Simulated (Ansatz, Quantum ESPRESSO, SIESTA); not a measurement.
**Sb: 3 runs at one level of theory**

```xyz
4
Lattice="-4.0300 4.0300 2.0255 4.0300 -4.0300 2.0255 4.0300 4.0300 -2.0255" Properties=species:S:1:pos:R:3 pbc="T T T"
Sb    1.2192    5.2492    0.0000
Sb    2.8108    1.2192    0.0000
Sb    2.8108   -1.2192    2.0255
Sb    1.2192    2.8108    2.0255
```

This isn't the form of Sb at room conditions, which is rhombohedral.

Alike in all runs: task band structure; functional PBEsol; k mesh 7 × 7 × 7; occupations fermi-dirac, width 0.05 eV; no spin polarisation; no spin-orbit coupling. Pressure is positive in compression and, in plane waves, holds the error of the finite cutoff.

| program and potentials | plane-wave cutoff (eV) | notes | pressure (GPa) |
| --- | --- | --- | --- |
| Quantum ESPRESSO, GBRV 1.5 PBEsol | 612 | - | ? |
| SIESTA, files PseudoDojo sr-pbesol-0.4.1-standard, DZP (energy shift 0.003 Ry; two zetas on semicore shells) | - | atomic basis | 0.80 |
| Ansatz, all-electron LAPW, scalar-relativistic | - | - | -0.73 |

Estimate from the other rows what the run with Quantum ESPRESSO, GBRV 1.5 PBEsol gave.

Pressure -0.87 GPa. The other rows, which needn't bracket it: pressure -0.73 to 0.80.
